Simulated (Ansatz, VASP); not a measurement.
**One calculation of BN, two programs**

INCAR

```
ALGO = Normal ; EDIFF = 1E-6
EDIFFG = -0.001 ; ENCUT = 600
GGA = PE ; IBRION = 2
ISIF = 3 ; ISMEAR = 0
LASPH = True ; LCHARG = False
LREAL = False ; LWAVE = False
NELM = 60 ; NSW = 80
PREC = Accurate ; SIGMA = 0.01
```

The input KPOINTS:

```
k-points
0
Gamma
  12 12 12
```

The input POSCAR:

```
BN
1.0
    0.0000000000      1.8123485119      1.8123485119
    1.8123485119      0.0000000000      1.8123485119
    1.8123485119      1.8123485119      0.0000000000
B N
1 1
Direct
    0.0000000000      0.0000000000      0.0000000000
    0.7500000000      0.7500000000      0.7500000000
```

Input for Ansatz:

```yaml
crystal:
  lattice:
    - [0.0, 1.8123485119, 1.8123485119]
    - [1.8123485119, 0.0, 1.8123485119]
    - [1.8123485119, 1.8123485119, 0.0]
  atoms:
    - { symbol: B, position: [0.0, 0.0, 0.0] }
    - { symbol: "N", position: [0.75, 0.75, 0.75] }
basis:
  ecutwfc: 420
kpoints:
  mp_grid: { grid: [12, 12, 12] }
hamiltonian:
  xc: pbe
scf:
  occupations: { method: fixed }
output:
  forces: true
  stress: true
  eigenvalues: true
relax:
  adjacent_minimum: "off"
  f_tol: 0.001
  max_steps: 60
  cell: { stress_tol: 0.01 }
```

Alike in both runs: task relaxation of cell and atoms; functional PBE; k mesh 12 × 12 × 12; no spin polarisation.

```csv
,VASP,Ansatz
version,VASP 6.6.1,Ansatz 0.2.0
potentials or method,"VASP PAW PBE potentials, release 64 (B, N)","scalar-relativistic, plane waves, PAW"
plane-wave cutoff (eV),600,420
occupations,"gaussian, width 0.01 eV",fixed
valence electrons in the cell,8,8
```

|  | VASP | Ansatz | Ansatz less VASP |
| --- | --- | --- | --- |
| gap on the k mesh at the Fermi level, each at its own relaxed structure (eV) | 4.45 | 4.46 | +0.012 |
| relaxed volume (Å³/atom) | 5.95 | 5.95 | +0.001 |
| relaxed cell length with the largest relative difference (Å) | 2.563 | 2.563 | +0.0001 |

A k mesh can miss the band edges.
